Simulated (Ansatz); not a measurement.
# InSb: a sweep of the smearing

Aim: hold InSb and all else fixed and vary the smearing, to see how far energy and properties move.

Method: DFT, PBE, all-electron LAPW, scalar-relativistic, in Ansatz 0.2.0.

1 further run of the same task is left out (set aside as unsound or not needed).

**1. The system as given**

The structure is cubic, space group F-43m (No. 216). The conventional cell has a = 6.638 Å, b = 6.638 Å, c = 6.638 Å, α = 90.00°, β = 90.00°, γ = 90.00°. Around In (site symmetry -43m) lie 4 Sb at 2.87 Å. Sb (site symmetry -43m) is surrounded by 4 In at 2.87 Å.

Structure file:

```
In Sb
1.0
     0.00000    3.31875    3.31875
     3.31875    0.00000    3.31875
     3.31875    3.31875    0.00000
In Sb
1 1
Direct
  0.00000 0.00000 0.00000
  0.25000 0.25000 0.25000
```

The cell was relaxed by PAW from a hypothetical start (zincblende type); it needn't be the stable phase of this composition.

Atoms are numbered in the order of the input: In1, Sb2.

**2. With Gaussian smearing of 0.05 eV**

Contents of input.yaml:

```yaml
crystal:
  lattice:
    - [0.0, 3.3187520224, 3.3187520224]
    - [3.3187520224, 0.0, 3.3187520224]
    - [3.3187520224, 3.3187520224, 0.0]
  atoms:
    - { symbol: In, position: [0.0, 0.0, 0.0] }
    - { symbol: Sb, position: [0.25, 0.25, 0.25] }
kpoints:
  mp_grid: { grid: [9, 9, 9] }
scf:
  occupations: { method: gaussian, width: 0.05 }
hamiltonian:
  xc: pbe
  pseudopotentials: { kind: all_electron, lapw: { basis_error: 0.0005 } }
output:
  forces: true
  stress: true
  eigenvalues: true
```

Launch:

```sh
$ ansatz run input.yaml --threads 1 --pin off --max-ram 2048MiB --backend cpu --events-out ev --progress --plain --runs-dir out
```

**3. With cold smearing of 0.15 eV**

Edit input.yaml of step 2 so:

```diff
@@ -11,3 +11,3 @@
 scf:
-  occupations: { method: gaussian, width: 0.05 }
+  occupations: { method: cold, width: 0.15 }
 hamiltonian:
```

**4. With Fermi–Dirac smearing of 0.15 eV**

Edit input.yaml of step 3 so:

```diff
@@ -11,3 +11,3 @@
 scf:
-  occupations: { method: cold, width: 0.15 }
+  occupations: { method: fermi_dirac, width: 0.15 }
 hamiltonian:
```

**5. With Gaussian smearing of 0.2 eV**

Edit input.yaml of step 4 so:

```diff
@@ -11,3 +11,3 @@
 scf:
-  occupations: { method: fermi_dirac, width: 0.15 }
+  occupations: { method: gaussian, width: 0.2 }
 hamiltonian:
```

**6. With tetrahedron filling**

Edit input.yaml of step 5 so:

```diff
@@ -11,3 +11,3 @@
 scf:
-  occupations: { method: gaussian, width: 0.2 }
+  occupations: { method: tetrahedron }
 hamiltonian:
```

(Steps that only read results are left out.)

**Question.** What will these runs give? Wanted: pressure, lowest to highest.

**Answer**, as computed:

```
                                                                    quantity                                           value
largest change of energy from «Gaussian smearing of 0.05 eV» (zero smearing)  0.8 meV/atom (Fermi–Dirac smearing of 0.15 eV)
                                          pressure, lowest to highest (LAPW)                               -0.03 to 0.01 GPa
```

**Reading.** Across the runs the energy spans 0.9 meV/atom. The pressure spans 0.04 GPa (LAPW, the tetrahedron run left out, since its derivatives are unreliable). Spin-orbit coupling is left out, though the cell holds Sb; in elements this heavy it can shift bands and gaps by tenths of an eV.
